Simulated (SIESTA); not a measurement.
The system is MgB2.

```
Mg B
1.0
     3.08500    0.00000    0.00000
    -1.54250    2.67169    0.00000
     0.00000    0.00000    3.52300
Mg B
1 2
Direct
  0.00000 0.00000 0.00000
  0.66667 0.33333 0.50000
  0.33333 0.66667 0.50000
```

Base run:

- Program: SIESTA 5.4.2
- Functional: PBEsol
- Potentials or basis: PseudoDojo 0.4 standard (PBEsol files)
- Basis: SZP (energy shift 0.003 Ry)
- Grid cutoff: 800 Ry
- Energy shift: 0.003 Ry
- k mesh: 10 × 10 × 8
- Occupations: fermi-dirac, width 0.05 eV
- Spin: no spin polarisation

Its results: band gap on the k mesh none (metal or under the smearing width); pressure 4.3 GPa.

Problem. The run is repeated on the same cell with these changes: basis from SZP (energy shift 0.003 Ry) to DZP (energy shift 0.003 Ry; two zetas on semicore shells). What comes out?

Solution. Band gap on the k mesh none (metal or under the smearing width); pressure 2.4 GPa.

Caveats: the basis of atomic orbitals isn't converged, which shifts pressures, moduli and gaps.
